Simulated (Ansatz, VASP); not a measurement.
## One calculation of BN, two programs

```xyz
2
Lattice="0.0000 1.7706 1.7706 1.7706 0.0000 1.7706 1.7706 1.7706 0.0000" Properties=species:S:1:pos:R:3 pbc="T T T"
B     0.0000    0.0000    0.0000
N     0.8853    0.8853    0.8853
```

Change from the starting cell: volume scaled by 0.94, ions relaxed.

Alike in both runs: functional PBE; k mesh 14 × 14 × 14; occupations fermi-dirac, width 0.02 eV; no spin polarisation.

Ansatz relaxed the structure, and its values are those at the end. VASP's run is a single point on that final structure, the one shown.

```csv
,VASP,Ansatz
version,VASP 6.6.1,Ansatz 0.2.0
potentials or method,"VASP PAW PBE potentials, release 64 (B, N)","plane-wave PAW, scalar-relativistic"
plane-wave cutoff (eV),520,420
valence electrons in the cell,8,8
```

Ansatz gave:

| Quantity | Value |
| --- | --- |
| gap on the k mesh at the Fermi level (eV) | 4.54 |
| pressure (GPa) | 29.5 |

Q: Estimate VASP's values.

A: gap on the k mesh at the Fermi level (eV): 4.52; pressure (GPa): 30.0.

With one functional, cell and mesh, what is left measures potentials, basis and numerics. Ansatz warned: «stress_scf_threshold_loose».

Caveats: so large a pressure means that the cell lies far from this level's equilibrium, or that cutoff or potentials fall short (VASP). A k mesh can miss the band edges.
